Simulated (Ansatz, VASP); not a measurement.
# One calculation of KMgF3, two programs

```
CELL_PARAMETERS angstrom
3.98590 0.00000 0.00000
0.00000 3.98590 0.00000
0.00000 0.00000 3.98590
ATOMIC_POSITIONS crystal
K 0.50000 0.50000 0.50000
Mg 0.00000 0.00000 0.00000
F 0.00000 0.00000 0.50000
F 0.00000 0.50000 0.00000
F 0.50000 0.00000 0.00000
```

Alike in both runs: functional PBEsol; k mesh 7 × 7 × 7; occupations fermi-dirac, width 0.05 eV; no spin polarisation.

|  | VASP | Ansatz |
| --- | --- | --- |
| version | VASP 6.6.1 | Ansatz 0.2.0 |
| potentials or method | VASP PAW PBE potentials, release 64 (K_sv, Mg, F), cutoff 520 eV | all-electron LAPW, scalar-relativistic |
| task | single point | band structure |

Ansatz gave:

```
gap on the k mesh at the Fermi level (eV) : 7.17
least direct gap on the mesh (eV)         : 7.46
pressure (GPa)                            : 0.3
```

Estimate VASP's values.

gap on the k mesh at the Fermi level (eV): 7.16; least direct gap on the mesh (eV): 7.45; pressure (GPa): -0.1.

Ansatz ran all-electron here, so the differences hold the error of VASP's frozen core and of both bases.

Caveats: the PAW data sets were made with another functional, which shifts forces and pressure a little (VASP); an odd mesh through Γ misses points on the zone boundary, where band edges often lie (VASP). PBEsol gaps usually lie below the measured ones, often by a third to a half.
